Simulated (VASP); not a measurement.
Here is a VASP 6.6.1 calculation.

Contents of POSCAR:

```
Sb                                      
1.0
    2.1625869059      1.2485701364      3.6720202478
   -2.1625869059      1.2485701364      3.6720202478
    0.0000000000     -2.4971402631      3.6720202479
  Sb            
     2
Direct
     0.2366305821926468    0.2366305821926468    0.2366305821926397
     0.7633694178073532    0.7633694178073532    0.7633694178073603
```

File INCAR.step1:

```
SYSTEM = Sb
ALGO = Normal
EDIFF = 1E-5
ENCUT = 520
GGA = PE
ISIF = 2
ISMEAR = 0
LASPH = .True.
LCHARG = .False.
LREAL = .False.
LWAVE = .True.
NBANDS = 12
NELM = 80
PREC = Accurate
SIGMA = 0.03
```

Contents of INCAR.step2:

```
SYSTEM = Sb
ALGO = Normal
EDIFF = 1E-7
ENCUT = 520
ISIF = 2
ISMEAR = 0
ISTART = 1
LASPH = .True.
LCHARG = .False.
LREAL = .False.
LWAVE = .False.
METAGGA = MBJ
NBANDS = 12
NELM = 80
PREC = Accurate
SIGMA = 0.03
```

Contents of KPOINTS:

```
k-points
0
Gamma
  9 9 7
  0 0 0
```

The input KPOINTS_OPT:

```
explicit points
188
Reciprocal
 0.0000000000  0.0000000000  0.0000000000 1
 0.0263157895  0.0000000000  0.0000000000 1
 0.0526315789  0.0000000000  0.0000000000 1
 0.0789473684  0.0000000000  0.0000000000 1
 0.1052631579  0.0000000000  0.0000000000 1
 0.1315789474  0.0000000000  0.0000000000 1
[... 180 lines left out ...]
 0.6298282751  0.6298282751  0.2403434497 1
 0.6298282751  0.3701717249  0.0000000000 1
```

Potentials or basis: VASP PAW PBE potentials, release 64 (Sb).

Launch:

```console
$ cat potpaw_PBE.64/Sb/POTCAR > POTCAR
$ cp INCAR.step1 INCAR
$ mpirun -np 1 vasp_std > vasp.out
$ cp INCAR.step2 INCAR
$ mpirun -np 1 vasp_std > vasp.out
```

Q: What does it give for the band gap along the path?

A: None (metal or under the smearing width).

Levels at the corners of the path, in eV from the Fermi level:
```
point  band 3  band 4  band 5  band 6  band 7  band 8
    Γ   -2.01   -1.89   -1.89    2.49    2.97    2.97
    L   -1.80   -1.58   -0.34    0.07    0.30    0.43
    L   -1.80   -1.58   -0.34    0.07    0.30    0.43
   B1   -4.99   -4.87   -0.59    0.67    4.89    4.93
    B   -4.99   -4.87   -0.59    0.67    4.89    4.93
    Z   -1.33   -1.33   -0.19   -0.03   -0.03    1.03
    Z   -1.33   -1.33   -0.19   -0.03   -0.03    1.03
    Γ   -2.01   -1.89   -1.89    2.49    2.97    2.97
    Γ   -2.01   -1.89   -1.89    2.49    2.97    2.97
    X   -5.30   -3.18   -2.82    2.88    3.52    4.21
    Q   -5.30   -3.18   -2.82    2.88    3.52    4.21
    F   -5.50   -3.77   -3.74    1.89    5.20    5.61
    F   -5.50   -3.77   -3.74    1.89    5.20    5.61
   P1   -5.34   -3.27   -2.72    2.88    3.19    4.67
   P1   -5.34   -3.27   -2.72    2.88    3.19    4.67
    Z   -1.33   -1.33   -0.19   -0.03   -0.03    1.03
    L   -1.80   -1.58   -0.34    0.07    0.30    0.43
    P   -5.34   -3.27   -2.72    2.88    3.19    4.67
```

Caveat: spin-orbit coupling is left out, which moves the levels of the heavy elements.
